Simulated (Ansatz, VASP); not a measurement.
**Two plane-wave programs on TaN**

INCAR

```
SYSTEM = TaN
PREC     = Accurate       ! precision mode
ENCUT    = 520            ! plane-wave cutoff, eV
EDIFF    = 1E-7           ! SCF threshold, eV
ISMEAR   = 0              ! smearing method
SIGMA    = 0.1            ! smearing width, eV
LREAL    = .FALSE.        ! projectors in reciprocal space
LASPH    = .TRUE.         ! aspherical terms in the spheres
NELM     = 80             ! most SCF steps
ALGO     = Normal         ! electronic algorithm
ISIF     = 2              ! what is computed and relaxed
LWAVE    = .FALSE.        ! write WAVECAR
LCHARG   = .TRUE.         ! write CHGCAR
GGA      = PE             ! functional
LELF     = .TRUE.         ! ELF
LVHAR    = .TRUE.       
NBANDS   = 24             ! bands
```

Contents of KPOINTS:

```
Automatic mesh
0
G
  15 15 8
  0 0 0
```

POSCAR

```
TaN
1.0
    3.0500010905      0.0000000000      0.0000000000
   -1.5250005453      2.6413784260      0.0000000000
    0.0000000000      0.0000000000      4.9400000000
Ta N
2 2
Direct
    0.3333333333      0.6666666667      0.0000000000
    0.6666666667      0.3333333333      0.5000000000
    0.3333333333      0.6666666667      0.3850000000
    0.6666666667      0.3333333333      0.8850000000
```

Input for Ansatz:

```yaml
crystal:
  lattice:
    - [3.0500010905, 0.0, 0.0]
    - [-1.5250005453, 2.641378426, 0.0]
    - [0.0, 0.0, 4.94]
  atoms:
    - { symbol: Ta, position: [0.3333333333, 0.6666666667, 0.0] }
    - { symbol: Ta, position: [0.6666666667, 0.3333333333, 0.5] }
    - { symbol: "N", position: [0.3333333333, 0.6666666667, 0.385] }
    - { symbol: "N", position: [0.6666666667, 0.3333333333, 0.885] }
basis:
  ecutwfc: 420
kpoints:
  mp_grid: { grid: [15, 15, 8] }
hamiltonian:
  xc: pbe
scf:
  occupations: { method: gaussian, width: 0.1 }
output:
  forces: true
  stress: true
  eigenvalues: true
  populations: true
```

Alike in both runs: task single point; functional PBE; k mesh 15 × 15 × 8; occupations gaussian, width 0.1 eV; no spin polarisation.

|  | VASP | Ansatz |
| --- | --- | --- |
| version | VASP 6.6.1 | Ansatz 0.2.0 |
| potentials or method | VASP PAW PBE potentials, release 64 (Ta_pv, N) | scalar-relativistic, plane waves, PAW |
| plane-wave cutoff (eV) | 520 | 420 |
| valence electrons in the cell | 32 | 36 |

```tsv
	VASP	Ansatz	Ansatz less VASP
gap on the k mesh at the Fermi level (eV)	none	none	-
rms of the force components (eV/Å)	1.381	1.360	-0.0207
```

Atom by atom the forces differ by 0.021 eV/Å (rms over components). A gap of «none» marks a metal or a gap that the smearing closes. The two sets of potentials don't hold the same shells in valence.

Caveats: forces of over 1 eV/Å show positions far from the minimum, so gaps and moduli don't describe the material at rest. Spin-orbit coupling is left out, which matters for the levels of Ta.
